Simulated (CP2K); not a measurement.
Pb:

```xyz
2
Lattice="3.5067 0.0000 0.0000 1.7594 3.0334 0.0000 -1.8331 -1.0559 6.0952" Properties=species:S:1:pos:R:3 pbc="T T T"
Pb    3.4529    1.9890    4.4269
Pb   -0.0199   -0.0115    1.6683
```

This isn't the form of Pb at room conditions, which is fcc.

| Quantity | Value |
| --- | --- |
| Program | CP2K 2026.2 |
| Task | relaxation of cell and atoms |
| Functional | LDA |
| Potentials or basis | GTH_POTENTIALS Pb GTH-PADE-q4; TZVP-MOLOPT-PBE-GTH basis |
| Density cutoff | 6123 eV |
| k mesh | 7 × 7 × 4 |
| Occupations | fermi-dirac, width 0.05 eV |
| Spin | no spin polarisation |

At the start: pressure -3.7 GPa; volume 32.42 Å³/atom.

Problem. Where does the relaxation end?

Solution. Over 12 steps the energy falls by 51.5 meV/atom and the volume is 29.02 Å³/atom (-10.5 %); space group C2/m (No. 12, to 0.05 Å).

Step by step:
```
step  energy change (eV)  largest force (eV/Å)  volume (Å³)
   1              0.0000                0.0559        64.84
   2             -0.0071                0.0444        64.58
   3             -0.0696                0.3529        57.20
   4             -0.0878                0.1664        59.79
   5             -0.0891                0.1798        59.38
   6             -0.0908                0.1818        59.00
   7             -0.0946                0.1715        58.36
   8             -0.0999                0.0911        57.47
   9             -0.1020                0.0429        57.65
  10             -0.1030                0.0069        58.07
  11             -0.1030                0.0083        58.04
  12             -0.1030                0.0083        58.04
```

Final structure:
```
Pb
1.0
     3.34164    0.00000    0.00000
     1.72719    2.86186    0.00000
    -1.82627   -1.05202    6.06875
Pb
2
Direct
  0.91473 0.91473 0.73583
  0.08527 0.08527 0.26417
```

Caveat: the basis of atomic orbitals isn't converged, which shifts pressures, moduli and gaps.
